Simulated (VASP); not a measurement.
# GeSe: relaxation of cell and atoms with PBEsol

Crystal: GeSe.

```
Ge Se
1.0
    10.72310    0.00000    0.00000
     0.00000    3.86053    0.00000
     0.00000    0.00000    4.25104
Ge Se
4 4
Cartesian
  1.2809 2.8954 3.8043
  6.6425 2.8954 2.5722
  4.0806 0.9651 1.6788
  9.4422 0.9651 0.4467
  9.1806 2.8954 2.1537
  3.8190 2.8954 4.2229
  6.9041 0.9651 0.0282
  1.5425 0.9651 2.0974
```

```yaml
Program: VASP 6.6.1
Task: relaxation of cell and atoms
Functional: PBEsol
Potentials_or_basis: VASP PAW PBE potentials, release 64 (Ge_d, Se)
Cutoff: 600 eV
k_mesh: 4 × 8 × 6
Occupations: gaussian, width 0.03 eV
Spin: no spin polarisation
Further_INCAR_settings: ALGO = Normal; EDIFF = 1e-07; IBRION = 2; EDIFFG = -0.005; NSW = 90; ISIF = 3
```

```yaml
Relaxed_volume: 22.03 Å³/atom
Relaxed_cell: a = 10.727 Å, b = 3.858 Å, c = 4.257 Å, α = 90.00°, β = 90.00°, γ = 90.00°
Space_group_after_relaxing_to_0.05_Å: Pnma (No. 62)
Energy_gained_by_relaxing: 0.0 meV/atom
Ionic_steps: 5
Pressure_after_relaxing: 0.0 GPa
Band_gap_on_the_k_mesh: 0.37 eV, indirect (least direct gap 0.76 eV)
```

Final structure:
```yaml
crystal:
  lattice:
    - [10.72681, 0.00000, 0.00000]
    - [0.00000, 3.85821, 0.00000]
    - [0.00000, 0.00000, 4.25749]
  atoms:
    - { symbol: Ge, position: [0.11961, 0.75000, 0.89455] }
    - { symbol: Ge, position: [0.61961, 0.75000, 0.60545] }
    - { symbol: Ge, position: [0.38039, 0.25000, 0.39455] }
    - { symbol: Ge, position: [0.88039, 0.25000, 0.10545] }
    - { symbol: Se, position: [0.85604, 0.75000, 0.50651] }
    - { symbol: Se, position: [0.35604, 0.75000, 0.99349] }
    - { symbol: Se, position: [0.64396, 0.25000, 0.00651] }
    - { symbol: Se, position: [0.14396, 0.25000, 0.49349] }
```

Levels at points of the mesh, in eV from the valence-band top:
```tsv
k point	band 36	band 37	band 38	band 39	band 40	band 41	band 42	band 43	band 44	band 45
(0.00, 0.00, 0.00)	-1.99	-1.57	-1.32	-0.95	-0.39	0.37	2.63	2.63	2.63	2.99
(0.50, 0.00, 0.00)	-2.35	-1.94	-1.94	-0.57	-0.57	2.21	2.21	2.40	2.40	3.54
(0.00, 0.50, 0.00)	-2.02	-1.37	-1.37	-1.24	-1.24	0.92	0.92	1.09	1.09	1.44
(0.50, 0.50, 0.00)	-2.43	-1.57	-1.57	-1.57	-1.57	1.35	1.35	1.35	1.35	1.82
(0.00, 0.00, 0.50)	-1.43	-1.09	-1.09	-0.50	-0.50	1.04	1.04	1.62	1.62	1.80
(0.50, 0.00, 0.50)	-2.02	-0.66	-0.66	-0.64	-0.64	1.07	1.07	1.70	1.70	1.85
(0.00, 0.50, 0.50)	-3.64	-2.55	-2.55	-1.75	-1.75	2.72	2.72	3.24	3.24	4.81
(0.50, 0.50, 0.50)	-4.37	-1.69	-1.69	-1.69	-1.69	2.33	2.33	2.33	2.33	5.13
```

Wall time 8.7 min on 2 MPI ranks on AMD EPYC 9R45 96-Core Processor (Zen 5), with other jobs on the host, peak memory 0.63 GiB a rank.

Caveat: the PAW data sets were made with another functional, which shifts forces and pressure a little. A k mesh can miss the band edges.
